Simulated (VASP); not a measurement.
# Be (Im-3m) in VASP: a series of runs, part 2 of 2

VASP 6.6.1. Earlier steps stand in the parts before.

## Step 4: Single point, PBEsol

Contents of INCAR:

```
  PREC = Accurate
  ENCUT = 520
  EDIFF = 1E-6
  ISMEAR = 0
  SIGMA = 0.1
  LREAL = False
  LASPH = True
  NELM = 80
  ALGO = Fast
  ISIF = 2
  LWAVE = False
  LCHARG = True
  GGA = PS
  LELF = True
  LVHAR = True
```

Contents of KPOINTS:

```
regular mesh
0
Gamma
  15 15 15
```

Contents of POSCAR:

```
Be
2.1705
   -0.577342064639      0.577342064639      0.577342064639
    0.577342064639     -0.577342064639      0.577342064639
    0.577342064639      0.577342064639     -0.577342064639
Be
1
Direct
    0.0000000000      0.0000000000      0.0000000000
```

Potentials or basis: VASP PAW PBE potentials, release 64 (Be_sv).

Started as:

```bash
$ cat potpaw_PBE.64/Be_sv/POTCAR > POTCAR
$ mpirun -np 1 vasp_std > vasp.out
```

OUTCAR:

```text
PREC = Accurate
   ENCUT = 520
   EDIFF = 1E-6
   ISMEAR = 0
   LREAL = False
   LASPH = True
   NELM = 80
   ISIF = 2
   GGA = PS

 ion  position               nearest neighbor table
   1  0.000  0.000  0.000-

  LATTYP: Found a body centered cubic cell.
 ALAT       =     2.5062419026

  Lattice vectors:

 A1 = (  -1.2531209513,   1.2531209513,   1.2531209513)
 A2 = (   1.2531209513,  -1.2531209513,   1.2531209513)
 A3 = (   1.2531209513,   1.2531209513,  -1.2531209513)

Analysis of symmetry for initial positions (statically):
=====================================================================
 Subroutine PRICEL returns:
 Original cell was already a primitive cell.

 Routine SETGRP: Setting up the symmetry group for a
 body centered cubic supercell.

 Subroutine GETGRP returns: Found 48 space group operations
 (whereof 48 operations were pure point group operations)
 out of a pool of 48 trial point group operations.

The static configuration has the point symmetry O_h .

Analysis of symmetry for dynamics (positions and initial velocities):
=====================================================================
 Subroutine PRICEL returns:
 Original cell was already a primitive cell.

 Routine SETGRP: Setting up the symmetry group for a
 body centered cubic supercell.

 Subroutine GETGRP returns: Found 48 space group operations
 (whereof 48 operations were pure point group operations)
 out of a pool of 48 trial point group operations.

The dynamic configuration has the point symmetry O_h .

 Subroutine INISYM returns: Found 48 space group operations
 (whereof 48 operations are pure point group operations),
 and found     1 'primitive' translations

----------------------------------------------------------------------------------------

                                     Primitive cell

  volume of cell :       7.8712

  direct lattice vectors                    reciprocal lattice vectors
    -1.253120951  1.253120951  1.253120951     0.000000000  0.399003783  0.399003783
     1.253120951 -1.253120951  1.253120951     0.399003783  0.000000000  0.399003783
     1.253120951  1.253120951 -1.253120951     0.399003783  0.399003783  0.000000000

  length of vectors
     2.170469156  2.170469156  2.170469156     0.564276561  0.564276561  0.564276561

  position of ions in fractional coordinates (direct lattice)
     0.000000000  0.000000000  0.000000000

  ion indices of the primitive-cell ions
   primitive index   ion index
                 1           1

----------------------------------------------------------------------------------------

 KPOINTS: regular mesh

Automatic generation of k-mesh.
 Grid dimensions read from file:
 generate k-points for:   15   15   15

 Generating k-lattice:

  Cartesian coordinates                     Fractional coordinates (reciprocal lattice)
     0.000000000  0.026600252  0.026600252     0.066666667  0.000000000  0.000000000
     0.026600252  0.000000000  0.026600252     0.000000000  0.066666667  0.000000000
     0.026600252  0.026600252  0.000000000     0.000000000  0.000000000  0.066666667

  Length of vectors
     0.037618437  0.037618437  0.037618437

  Shift w.r.t. Gamma in fractional coordinates (k-lattice)
     0.000000000  0.000000000  0.000000000

 Subroutine IBZKPT returns following result:
 ===========================================

 Found    120 irreducible k-points:

 Following reciprocal coordinates:
            Coordinates               Weight
  0.000000  0.000000  0.000000      1.000000
  0.066667  0.000000  0.000000     12.000000
  0.133333  0.000000  0.000000     12.000000
  0.200000  0.000000  0.000000     12.000000
  0.266667  0.000000  0.000000     12.000000
  0.333333  0.000000  0.000000     12.000000
[... 16 lines left out ...]
  0.333333  0.200000  0.000000     48.000000
  0.400000  0.200000  0.000000     24.000000
 [... further k-points ...]
   k-points           NKPTS =    120   k-points in BZ     NKDIM =    120   number of bands    NBANDS=      6
   number of dos      NEDOS =    301   number of ions     NIONS =      1
   total plane-waves  NPLWV =   4096
   dimension x,y,z NGX =    16 NGY =   16 NGZ =   16
   dimension x,y,z NGXF=    32 NGYF=   32 NGZF=   32
   ions per type =               1
   NGX,Y,Z   is equivalent  to a cutoff of  12.26, 12.26, 12.26 a.u.
   NGXF,Y,Z  is equivalent  to a cutoff of  24.51, 24.51, 24.51 a.u.
 SYSTEM =  unknown system
   PREC   = accura    normal or accurate (medium, high low for compatibility)
   ISTART =      0    job   : 0-new  1-cont  2-samecut
   ICHARG =      2    charge: 1-file 2-atom 10-const
   ISPIN  =      1    spin polarized calculation?
   LNONCOLLINEAR =      F non collinear calculations
   LSORBIT =      F    spin-orbit coupling
   LASPH  =      T    aspherical Exc in radial PAW
   ENCUT  =  520.0 eV  38.22 Ry    6.18 a.u.   4.04  4.04  4.04*2*pi/ulx,y,z
   NELM   =     80;   NELMIN=  2; NELMDL= -5     # of ELM steps
   EDIFF  = 0.1E-05   stopping-criterion for ELM
   LREAL  =      F    real-space projection
   EDIFFG = 0.1E-04   stopping-criterion for IOM
   NSW    =      0    number of steps for IOM
   IBRION =     -1    ionic relax: 0-MD 1-quasi-New 2-CG
   NFREE  =      0    steps in history (QN), initial steepest desc. (CG)
   ISIF   =      2    stress and relaxation
   ISYM   =      2    0-nonsym 1-usesym 2-fastsym
   POTIM  = 0.5000    time-step for ionic-motion
   TEBEG  =    0.0;   TEEND  =   0.0 temperature during run
   PSTRESS=    0.0 pullay stress
   NELECT =       4.0000    total number of electrons
   NUPDOWN=      -1.0000    fix difference up-down
   EMIN   =  10.00;   EMAX   =-10.00  energy-range for DOS
   EFERMI =   0.00;   METHOD = LEGACY
   ISMEAR =     0;   SIGMA  =   0.10  broadening in eV -4-tet -1-fermi 0-gaus
   EFERMI_NEDOS =   21; number of points for ismear=-14 and -15
   IALGO  =     68    algorithm
   IMIX   =      4    mixing-type and parameters
     AMIX     =   0.40;   BMIX     =  1.00
     AMIX_MAG =   1.60;   BMIX_MAG =  1.00
  volume/ion in A,a.u.               =       7.87        53.12
  Fermi-wavevector in a.u.,A,eV,Ry     =   1.306417  2.468770 23.221410  1.706726
  Thomas-Fermi vector in A             =   2.437220
   LORBIT       =      0    0 simple, 1 ext, 2 COOP (PROOUT), +10 PAW based schemes
   GGA     = PS    functional components
   LHFCALC =     F    Hartree Fock is set to
   AEXX    =    0.0000 exact exchange contribution
   IVDW    =     0    specifies the selected vdW correction
   LEPSILON=     F    determine dielectric tensor
   LRPA    =     F    only Hartree local field effects (RPA)
 non-spin polarized calculation
 RMM-DIIS sequential band-by-band and
 Gauss-broadening in eV      SIGMA  =   0.10
  energy-cutoff  :      520.00
  volume of cell :        7.87
 maximum number of plane-waves:       236
   NGX =  7   NGY =  7   NGZ =  7

 number of electron       4.0000007 magnetization

 Free energy of the ion-electron system (eV)
  ---------------------------------------------------
  ext. energy  EPLUGINS =         0.00000000
  ---------------------------------------------------
  free energy    TOTEN  =        -3.89829787 eV

  energy without entropy =       -3.89758113  energy(sigma->0) =       -3.89793950

 E-fermi :   5.8714     XC(G=0): -11.2756

 val. band max:        5.8651553201   @ k =   0.2667   0.2667   0.2000
 cond. band min:       5.9700893177   @ k =  -0.4000  -0.4000   0.1333
 fundamental gap:      0.1049339976
 Fermi energy:         5.8713676493

 k-point     1 :       0.0000    0.0000    0.0000
  band No.  band energies     occupation
      1     -94.0901      2.00000
      2      -6.2399      2.00000
      3      25.3136      0.00000
      4      25.3136      0.00000
      5      25.3136      0.00000
      6      36.7910      0.00000

 k-point     2 :       0.0667    0.0000    0.0000
  band No.  band energies     occupation
      1     -94.0891      2.00000
      2      -6.0854      2.00000
      3      24.5434      0.00000
      4      24.7023      0.00000
      5      25.1310      0.00000
      6      34.7844      0.00000
[... 190 lines left out ...]
 k-point    24 :       0.4000    0.2000    0.0000
  band No.  band energies     occupation
      1     -94.0606      2.00000
      2       2.1297      2.00000
      3       6.3298      0.00000
      4      13.5764      0.00000
      5      19.1978      0.00000
      6      32.6824      0.00000

 [... further k-points ...]

------------------------ aborting loop because EDIFF is reached ----------------------------------------

  FORCE on cell =-STRESS in cart. coord.  units (eV):
  Direction    XX          YY          ZZ          XY          YZ          ZX
  --------------------------------------------------------------------------------------
  -------------------------------------------------------------------------------------
  Total       -0.0903727     -0.0903727     -0.0903727     -0.0000000     -0.0000000      0.0000000
  in kB      -18.3953893    -18.3953893    -18.3953893     -0.0000000     -0.0000000      0.0000000
  external PRESSURE =     -18.3953893 kB  Pullay stress =       0.0000000 kB

 VOLUME and BASIS-vectors are now :
 -----------------------------------------------------------------------------
  energy-cutoff  :      520.00
  volume of cell :        7.87
      direct lattice vectors                 reciprocal lattice vectors
    -1.253120951  1.253120951  1.253120951     0.000000000  0.399003783  0.399003783
     1.253120951 -1.253120951  1.253120951     0.399003783  0.000000000  0.399003783
     1.253120951  1.253120951 -1.253120951     0.399003783  0.399003783  0.000000000

 POSITION                                       TOTAL-FORCE (eV/Angst)
 -----------------------------------------------------------------------------------
      0.00000      0.00000      0.00000         0.000000      0.000000      0.000000
 -----------------------------------------------------------------------------------
    total drift:                                0.000000     -0.000000      0.000000

  FREE ENERGIE OF THE ION-ELECTRON SYSTEM (eV)
  ---------------------------------------------------
  free  energy   TOTEN  =        -3.8982978654 eV

  energy  without entropy=       -3.8975811319  energy(sigma->0) =       -3.89793950
```

Run time: 6.1 s. Hardware: 1 thread of AMD EPYC 7R43 (Zen 3), shared host; peak memory 0.07 GiB.

What came out:

| Quantity | Value |
| --- | --- |
| Free energy | -3.8983 eV |
| Pressure | -1.8 GPa |
| Band gap on the k mesh | none (metal or under the smearing width) |

Levels at points of the mesh, in eV from the Fermi level:
```
           k point  band 2  band 3  band 4  band 5
(0.00, 0.00, 0.00)  -12.11   19.44   19.44   19.44
```

Caveat: the PAW data sets were made with another functional, which shifts forces and pressure a little.

## Step 5: Single point, PBEsol

Contents of run.py:

```python
from ase.calculators.vasp import Vasp
from ase.dft.bandgap import bandgap
from ase.spacegroup import crystal

atoms = crystal(
    ['Be'],
    basis=[[0.0, 0.0, 0.0]],
    spacegroup=229,
    setting=1,
    cellpar=[2.5062419, 2.5062419, 2.5062419, 90.0, 90.0, 90.0],
    primitive_cell=True,
)
calc = Vasp(
    directory='calc',
    xc='pbesol',
    pp='PBE',
    setups='materialsproject',
    prec='Accurate',
    encut=520,
    ediff=1e-06,
    ismear=0,
    sigma=0.1,
    lreal=False,
    lasph=True,
    nelm=80,
    algo='Fast',
    isif=2,
    lwave=False,
    lcharg=True,
    lelf=True,
    lvhar=True,
    kpts=[15, 15, 15],
    gamma=True,
)
atoms.calc = calc

print('energy (eV):', atoms.get_potential_energy())
print('free energy (eV):', atoms.get_potential_energy(force_consistent=True))
print('forces (eV/A):')
print(atoms.get_forces())
print('stress (eV/A^3, Voigt):', atoms.get_stress())
print('Fermi level (eV):', calc.get_fermi_level())
gap, top, bottom = bandgap(calc)
print('band gap (eV):', gap, 'from (spin, k, band)', top, 'to', bottom)
```

Started as:

```bash
$ python run.py
```

It took 12 s on 1 thread of AMD EPYC 7R43 (Zen 3), shared host; peak memory 0.07 GiB.

It converged, with:

| Property | Result |
| --- | --- |
| Free energy | -3.8983 eV |
| Pressure | -1.8 GPa |
| Band gap on the k mesh | none (metal or under the smearing width) |

Levels at points of the mesh, in eV from the Fermi level:
| k point | band 2 | band 3 | band 4 | band 5 | band 6 |
| --- | --- | --- | --- | --- | --- |
| (0.00, 0.00, 0.00) | -12.11 | 19.44 | 19.44 | 19.44 | 30.92 |

Caveat: the PAW data sets were made with another functional, which shifts forces and pressure a little.

## Step 6: Relaxation of the atoms, PBE+dDsC (cell strained at random at fixed volume)

Contents of run.py:

```python
from ase import Atoms
from ase.calculators.vasp import Vasp
from ase.optimize import BFGSLineSearch

atoms = Atoms(
    ['Be'],
    cell=[[-1.255396, 1.272346, 1.310257], [1.230921, -1.220103, 1.233539], [1.254342, 1.219048, -1.258014]],
    scaled_positions=[[0.0, 0.0, 0.0]],
    pbc=True,
)
calc = Vasp(
    directory='calc',
    xc='pbe',
    pp='PBE',
    setups='recommended',
    prec='Accurate',
    encut=520,
    ediff=1e-06,
    ismear=0,
    sigma=0.05,
    lreal=False,
    lasph=True,
    nelm=60,
    algo='Normal',
    isif=2,
    lwave=True,
    lcharg=False,
    ivdw=4,
    kpts=[15, 15, 15],
    gamma=True,
)
atoms.calc = calc
opt = BFGSLineSearch(atoms, trajectory='relax.traj')
converged = opt.run(fmax=0.01, steps=40)
print('converged:', converged)

print('energy (eV):', atoms.get_potential_energy())
print('free energy (eV):', atoms.get_potential_energy(force_consistent=True))
print('forces (eV/A):')
print(atoms.get_forces())
print('stress (eV/A^3, Voigt):', atoms.get_stress())
print('Fermi level (eV):', calc.get_fermi_level())
print('cell (A, degrees):', atoms.cell.cellpar())
print('volume (A^3):', atoms.get_volume())
print('scaled positions:')
print(atoms.get_scaled_positions())
```

Potentials or basis: VASP PAW PBE potentials, release 64 (Be).

Started as:

```bash
$ python run.py
```

Wall time 49 s (1 thread of AMD EPYC 7R43 (Zen 3), shared host); peak memory 0.13 GiB.

Results (log left out):

| Quantity | Value |
| --- | --- |
| Free energy | -3.6798 eV |
| Pressure after relaxing | -0.7 GPa |
| Band gap on the k mesh | none (metal or under the smearing width) |
| Dispersion energy per atom | -0.025 eV |

Stress tensor (GPa, compression positive):
```
-0.65 -0.27  3.98
-0.27  0.47 -7.07
 3.98 -7.07 -1.93
```

Final structure:
```cif
data_structure
_symmetry_space_group_name_H-M 'P 1'
_symmetry_Int_Tables_number 1
_cell_length_a 2.2162
_cell_length_b 2.1273
_cell_length_c 2.1545
_cell_angle_alpha 109.039
_cell_angle_beta 110.497
_cell_angle_gamma 108.314
_cell_volume 7.87
loop_
_atom_site_label
_atom_site_type_symbol
_atom_site_fract_x
_atom_site_fract_y
_atom_site_fract_z
_atom_site_occupancy
Be1 Be 0.00000 0.00000 0.00000 1
```

Levels at points of the mesh, in eV from the Fermi level:
| k point | band 1 | band 2 | band 3 | band 4 | band 5 |
| --- | --- | --- | --- | --- | --- |
| (0.00, 0.00, 0.00) | -12.11 | 18.69 | 19.49 | 20.10 | 29.71 |

Caveat: the relaxation stopped at its first step, so nothing moved; pairwise dispersion overbinds metals, which lowers pressure and volume.

## Step 7: For comparison

An earlier run on the cell as given: functional PBE; potentials or basis VASP PAW PBE potentials, release 64 (Be); cutoff 520 eV; k mesh 15 × 15 × 15; occupations fermi-dirac, width 0.05 eV; no spin polarisation.

* Pressure: -0.7 GPa
* Band gap on the k mesh: none (metal or under the smearing width)

## Step 8: The runs side by side

| task | level | potentials or basis | cell | k mesh | cutoff (eV) | smearing | grid for exact exchange (PRECFOCK) | optimiser | mesh quality | gap on the mesh (eV) | pressure (GPa) |
| --- | --- | --- | --- | --- | --- | --- | --- | --- | --- | --- | --- |
| single point | PBE | VASP PAW PBE potentials, release 64 (Be) | as given | 15 × 15 × 15 | 500 | gaussian 0.05 eV | - | - | not flagged | none | -0.7 |
| single point | HSE03 | VASP PAW PBE potentials, release 64 (Be) | as given | 8 × 8 × 8 | 520 | methfessel-paxton 0.1 eV | Fast | - | coarse | none | -1.4 |
| single point | PBEsol | VASP PAW PBE potentials, release 64 (Be_sv) | as given | 15 × 15 × 15 | 520 | gaussian 0.1 eV | - | - | not flagged | none | -1.8 |
| relaxation of the atoms | PBE+dDsC | VASP PAW PBE potentials, release 64 (Be) | atoms relaxed from: cell strained at random at fixed volume | 15 × 15 × 15 | 520 | gaussian 0.05 eV | - | BFGSLineSearch | not flagged | none | -0.7 |
| single point | PBE | VASP PAW PBE potentials, release 64 (Be) | as given | 15 × 15 × 15 | 520 | fermi-dirac 0.05 eV | - | - | not flagged | none | -0.7 |

Alike in all rows: no spin polarisation.

Caveats: some runs use coarse meshes; the PAW data sets were made with another functional, which shifts forces and pressure a little (some runs); the relaxation stopped at its first step, so nothing moved (some runs); pairwise dispersion overbinds metals, which lowers pressure and volume (some runs).

Absolute energies hang on the potentials; compare differences alone.
